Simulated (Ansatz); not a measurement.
# Bi2Te3: how the k-point mesh moves the results

The calculation used DFT PBE, scalar-relativistic, plane waves, PAW in Ansatz 0.2.0.

```
Bi Te
1.0
     2.30864    1.14936    9.73695
    -2.14942    1.18563    9.69694
     0.11102   -2.67154    9.76009
Bi Te
2 3
Direct
  0.82893 0.79942 0.80869
  0.40532 0.39781 0.40826
  0.59643 0.62775 0.61425
  0.19034 0.20578 0.20606
  0.97269 0.01656 0.00939
```

* plane-wave cutoff: 420 eV
* occupation rule: Gaussian smearing, 0.1 eV
* spin treatment: unpolarised

The atoms are held and the k-point mesh is swept. Energies are extrapolated to zero smearing and count from the reference run, 8×8×8. The cell was strained and its atoms displaced at random, so that forces don't vanish. The meshes are Γ-centred. Spin–orbit coupling is left out. Pressure is positive in compression.

Times are rough; the reference took 2.4 min on 1 thread of Intel(R) Xeon(R) Processor @ 2.70GHz, with other jobs on the host, peak memory 1.4 GiB.

(1) One run gave ΔE = 8.99 meV/atom and P = 2.51 GPa. Which k-point mesh did it use, of 1×1×1, 2×2×2, 4×4×4, 6×6×6?

Results:

(1) 4×4×4. All runs:

```tsv
mesh	ΔE (meV/atom)	P (GPa)	largest change of a force component (eV/Å)	irreducible points	wall time (s)
1×1×1	3486	26.86	3.513	1	2
2×2×2	176	3.88	1.202	8	3.6
4×4×4	8.99	2.51	0.226	36	21
6×6×6	1.07	2.57	0.045	112	61
8×8×8	0.00	2.53	0.000	260	140
```

This form isn't the usual stable structure of the compound.